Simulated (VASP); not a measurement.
A run of VASP 6.6.1 is set up as follows.

File POSCAR:

```
Al
1.0
    2.8776834975      0.0000000000      0.0000000000
   -1.4388417488      2.4921470129      0.0000000000
    0.0000000000      0.0000000000      4.6014546948
Al
2
Direct
    0.3333333333      0.6666666667      0.7500000000
    0.6666666667      0.3333333333      0.2500000000
```

Contents of INCAR.step1:

```
SYSTEM = Al
PREC = Accurate ; ENCUT = 520
EDIFF = 1E-5 ; ISMEAR = 0
SIGMA = 0.05 ; LREAL = .FALSE.
LASPH = .TRUE. ; NELM = 100
ALGO = Normal ; ISIF = 2
LWAVE = .TRUE. ; LCHARG = .FALSE.
GGA = PE ; NBANDS = 10
```

The input INCAR.step2:

```
SYSTEM = Al
PREC = Accurate ; ENCUT = 520
EDIFF = 1E-6 ; ISMEAR = 0
SIGMA = 0.05 ; LREAL = .FALSE.
LASPH = .TRUE. ; NELM = 100
ALGO = Normal ; ISIF = 2
LWAVE = .FALSE. ; LCHARG = .FALSE.
GGA = PE ; LHFCALC = .TRUE.
HFSCREEN = 0.2079 ; PRECFOCK = Normal
ISTART = 1 ; NBANDS = 10
```

KPOINTS

```
regular mesh
0
G
  8 8 6
  0 0 0
```

Potentials or basis: VASP PAW PBE potentials, release 64 (Al).

The run is started by

```bash
$ cat potpaw_PBE.64/Al/POTCAR > POTCAR
$ cp INCAR.step1 INCAR
$ mpirun -np 1 vasp_std > vasp.out
$ cp INCAR.step2 INCAR
$ mpirun -np 1 vasp_std > vasp.out
```

Q: Estimate the band gap on the k mesh.

A: None (metal or under the smearing width).

Q: Predict the pressure.

A: -0.3 GPa.

Caveat: the PAW data sets were made with another functional, which shifts forces and pressure a little.
